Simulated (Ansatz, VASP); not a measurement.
One calculation of Ir, two programs

```
CELL_PARAMETERS angstrom
0.00000 1.92285 1.92285
1.92285 0.00000 1.92285
1.92285 1.92285 0.00000
ATOMIC_POSITIONS crystal
Ir 0.00000 0.00000 0.00000
```

Alike in both runs: task single point; functional r2SCAN; k mesh 14 × 14 × 14; occupations methfessel-paxton of order 1, width 0.01 eV; no spin polarisation.

|  | VASP | Ansatz |
| --- | --- | --- |
| version | VASP 6.6.1 | Ansatz 0.2.0 |
| potentials or method | VASP PAW PBE potentials, release 64 (Ir) | plane waves (500 eV) with PAW, scalar-relativistic |
| plane-wave cutoff (eV) | 520 | 500 |
| valence electrons in the cell | 9 | 17 |

Ansatz gave:

- pressure (GPa): -0.2

Problem. Which values does VASP return?

Solution. Pressure (GPa): 2.2.

With one functional, cell and mesh, what is left measures potentials, basis and numerics. The two sets of potentials don't hold the same shells in valence.

Caveats: the PAW data sets were made with another functional, which shifts forces and pressure a little (VASP). Spin-orbit coupling is left out, which matters for the levels of Ir.
